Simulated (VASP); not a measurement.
Set up this calculation in VASP 6.6.1, as the native input.

```yaml
Task: single point
Functional: PBE
Potentials_or_basis: VASP PAW PBE potentials, release 64 (Mn_pv, S)
Cutoff: 520 eV
k_mesh: 10 × 10 × 10
Occupations: gaussian, width 0.05 eV
Spin: no spin polarisation
Dipole_correction: no
Further_INCAR_settings: ALGO = Fast; EDIFF = 1e-06; NBANDS = 16
```

The structure of MnS (Browneite) lies in POSCAR:

```
MnS
1.0
    0.0000000000      2.4887531611      2.4887531611
    2.4887531611      0.0000000000      2.4887531611
    2.4887531611      2.4887531611      0.0000000000
Mn S
1 1
Direct
    0.0000000000      0.0000000000      0.0000000000
    0.2500000000      0.2500000000      0.2500000000
```

One way to write it, as run:

INCAR

```
SYSTEM = MnS
ALGO = Fast
EDIFF = 1E-6
ENCUT = 520
GGA = PE
ISIF = 2
ISMEAR = 0
LASPH = .True.
LCHARG = .False.
LREAL = .False.
LWAVE = .False.
NBANDS = 16
NELM = 100
PREC = Accurate
SIGMA = 0.05
```

KPOINTS

```
k-points
0
Gamma
  10 10 10
  0 0 0
```

Potentials or basis: VASP PAW PBE potentials, release 64 (Mn_pv, S).

Command:

```bash
$ cat potpaw_PBE.64/Mn_pv/POTCAR potpaw_PBE.64/S/POTCAR > POTCAR
$ mpirun -np 1 vasp_std > vasp.out
```

It gave:

The pressure is 0.6 GPa and the band gap on the k mesh is none (metal or under the smearing width).

Caveat: the run has no spin polarisation, though such a crystal can be magnetic; semilocal functionals often make such compounds metallic where correlation or magnetic order opens a gap, which also shifts bond lengths.

Run time: 26 s on 1 thread of Intel(R) Xeon(R) Platinum 8259CL CPU @ 2.50GHz (Skylake/Cascade Lake), with other jobs on the host, peak memory 0.16 GiB.
